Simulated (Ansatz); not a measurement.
# Ga: the cost of one run

Program: Ansatz 0.2.0. Level of theory: DFT LDA, scalar-relativistic, plane waves, PAW. These are calculated values, not measurements.

1 further run of the same task is left out (set aside as unsound or not needed).

### 1 Starting point

Symmetry: Cmce, No. 64, orthorhombic system. Conventional cell: a = 4.417 Å, b = 7.491 Å, c = 4.439 Å, α = 90.00°, β = 90.00°, γ = 90.00°. Around Ga (site symmetry m) lie 7 Ga at 2.45 to 2.72 Å.

Coordinates:

```xyz
4
Lattice="2.2086 -3.7455 0.0000 2.2086 3.7455 0.0000 0.0000 0.0000 4.4391" Properties=species:S:1:pos:R:3 pbc="T T T"
Ga    2.2086    2.5768    0.3751
Ga    2.2086   -1.1687    1.8444
Ga    2.2086   -2.5768    4.0640
Ga    2.2086    1.1687    2.5947
```

It is the result of an earlier relaxation at this level (volume 18.36 Å³/atom; gap on the mesh: none (metal)).

### 2 Plan of the line

The energy is mapped over two homogeneous strains (x along [1 0 0], y along [0 1 0], z along [0 0 1] of the conventional cell).

- engineering shear strain xz: 9 values from −30.0 to 30.0 %
- normal strain along z: 9 values from −15.00 to 15.00 %

Nothing else is relaxed (fractional coordinates fixed). Energies count from the relaxed crystal. Points are written as (first, second).

### 3 The run at (−15.0 %, −15.00 %)

The input, input.yaml:

```yaml
crystal:
  lattice:
    - [2.2085777266, -3.7454996903, -0.1656433295]
    - [2.2085777266, 3.7454996903, -0.1656433295]
    - [-0.3329304646, 0.0, 3.7732119326]
  atoms:
    - { symbol: Ga, position: [0.1560190462, 0.8439809538, 0.0845038705] }
    - { symbol: Ga, position: [0.6560190462, 0.3439809538, 0.4154961295] }
    - { symbol: Ga, position: [0.8439809538, 0.1560190462, 0.9154961295] }
    - { symbol: Ga, position: [0.3439809538, 0.6560190462, 0.5845038705] }
basis:
  ecutwfc: 420
kpoints:
  mp_grid: { grid: [10, 10, 10] }
hamiltonian:
  xc: lda
  pseudopotentials: { kind: paw }
scf:
  occupations: { method: gaussian, width: 0.15 }
output:
  forces: true
  stress: true
  eigenvalues: true
```

Run with:

```
ansatz run input.yaml --threads 4 --pin off --max-ram 8192MiB --backend cpu --events-out ev --progress --plain --runs-dir out
```

Q: Estimate wall time and peak memory on 4 threads of Arm Neoverse N1, shared host.

About 15 s, with a peak of 0.64 GiB.
